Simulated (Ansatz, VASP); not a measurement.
## Si in VASP and in Ansatz

```
Si
1.0
     0.00000    2.70314    2.70314
     2.70314    0.00000    2.70314
     2.70314    2.70314    0.00000
Si
2
Direct
  0.25000 0.25000 0.25000
  0.00000 0.00000 0.00000
```

Alike in both runs: task single point; functional PBEsol; k mesh 8 × 8 × 8; no spin polarisation.

```csv
,VASP,Ansatz
version,VASP 6.6.1,Ansatz 0.2.0
potentials or method,"VASP PAW PBE potentials, release 64 (Si), cutoff 520 eV","all-electron LAPW, scalar-relativistic"
occupations,"gaussian, width 0.01 eV",fixed
```

Ansatz gave:

* gap on the k mesh at the Fermi level (eV): 0.49
* pressure (GPa): 1.4

What did VASP give for the same quantities?

gap on the k mesh at the Fermi level (eV): 0.48; pressure (GPa): 1.6.

Ansatz ran all-electron here, so the differences hold the error of VASP's frozen core and of both bases.

Caveats: the PAW data sets were made with another functional, which shifts forces and pressure a little (VASP).
